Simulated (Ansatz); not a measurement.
Ir in Ansatz: the effect of functional

Ir:

```
CELL_PARAMETERS angstrom
0.00000 1.88971 1.88971
1.88971 0.00000 1.88971
1.88971 1.88971 0.00000
ATOMIC_POSITIONS crystal
Ir 0.00000 0.00000 0.00000
```

The cell isn't the ideal one: volume scaled by 0.96.

Alike in all runs:

* Program: Ansatz 0.2.0
* Task: single point
* Potentials or basis: Ansatz PAW
* k mesh: 12 × 12 × 12
* Occupations: fermi-dirac, width 0.05 eV
* Spin: no spin polarisation

| functional | cutoff | pressure (GPa) |
| --- | --- | --- |
| LDA | 420 eV (not typed: the program's choice for these potentials) | 10.3 |
| r2SCAN | 500 eV (not typed: the program's choice for these potentials) | 21.4 |
| PBE | 420 eV (not typed: the program's choice for these potentials) | ? |

Problem. What does the run with functional PBE give?

Solution. Pressure 29.4 GPa.

Caveats: the PAW data sets come from PBE, with cores solved anew for the run's functional, which leaves a small shift of forces and pressure (some runs).
